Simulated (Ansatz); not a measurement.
# Al2Cu: the cost of one run

Computed with Ansatz 0.2.0 (DFT PBE, scalar-relativistic, plane waves, PAW, unless a step's input says otherwise).

6 further runs of the same task are left out: 6 set aside as unsound or not needed.

## Step 1: The starting structure

The structure is tetragonal, space group P4/mmm (No. 123). Conventional cell: a = 4.121 Å, b = 4.121 Å, c = 2.885 Å, α = 90.00°, β = 90.00°, γ = 90.00°. Al (site symmetry mmm) has 4 Cu at 2.52 Å and 6 Al at 2.88 to 2.91 Å as nearest neighbours. Around Cu (site symmetry 4/mmm) lie 8 Al at 2.52 Å and 2 Cu at 2.88 Å.

Coordinates:

```cif
data_structure
_symmetry_space_group_name_H-M 'P 1'
_symmetry_Int_Tables_number 1
_cell_length_a 4.1212
_cell_length_b 4.1212
_cell_length_c 2.8847
_cell_angle_alpha 90.000
_cell_angle_beta 90.000
_cell_angle_gamma 90.000
_cell_volume 48.99
loop_
_atom_site_label
_atom_site_type_symbol
_atom_site_fract_x
_atom_site_fract_y
_atom_site_fract_z
_atom_site_occupancy
Al1 Al 0.50000 0.00000 0.50000 1
Al2 Al 0.00000 0.50000 0.50000 1
Cu1 Cu 0.00000 0.00000 0.00000 1
```

It goes back to an entry of the Materials Project, which need not be the stable form.

It is the result of an earlier relaxation at this level (volume 16.33 Å³/atom; gap on the mesh: none (metal)).

## Step 2: What is varied

The energy is mapped over a normal mode and a strain (zone-centre modes of the cell shown) (x along [1 0 0], y along [0 1 0], z along [0 0 1] of the conventional cell).

The axes are (1) amplitude of mode 9 (339 cm⁻¹), largest displacement in the unstrained cell: 9 values from −0.142 Å; (2) equal normal strain along x and y: 7 values from −4.00 %.

Nothing else is relaxed (the pattern is fixed in fractional coordinates). Energies count from the relaxed high-symmetry cell. Points are written as (first, second).

The modes come from a phonon run on the reference cell, made beforehand.

Displacement patterns for an amplitude of 1 (Å):

```
atom     x1      y1     z1
 Al1  0.000  -0.227  0.000
 Al2  0.000   1.000  0.000
 Cu3  0.000  -0.328  0.000
```

## Step 3: Point (−0.142 Å, 4.00 %)

File input.yaml:

```yaml
crystal:
  lattice:
    - [4.2860091319, 0.0, 0.0]
    - [0.0, 4.2860091319, 0.0]
    - [0.0, 0.0, 2.8847334069]
  atoms:
    - { symbol: Al, position: [0.5, 0.0078152784, 0.5] }
    - { symbol: Al, position: [0.0, 0.4655437038, 0.5] }
    - { symbol: Cu, position: [0.0, 0.0113117371, 0.0] }
basis:
  ecutwfc: 520.0
kpoints:
  mp_grid: { grid: [10, 10, 14] }
hamiltonian:
  xc: pbe
  pseudopotentials: { kind: paw, azcp: { folder: soft_1 } }
scf:
  occupations: { method: gaussian, width: 0.15 }
output:
  forces: true
  stress: true
  eigenvalues: true
```

The run is started by

```sh
> ansatz run input.yaml --threads 2 --pin off --max-ram 4096MiB --backend cpu --events-out ev --progress --plain --runs-dir out
```

Q: Estimate wall time and peak memory on 2 threads of Arm Neoverse N1, shared host.

About 43 s, with a peak of 0.62 GiB.
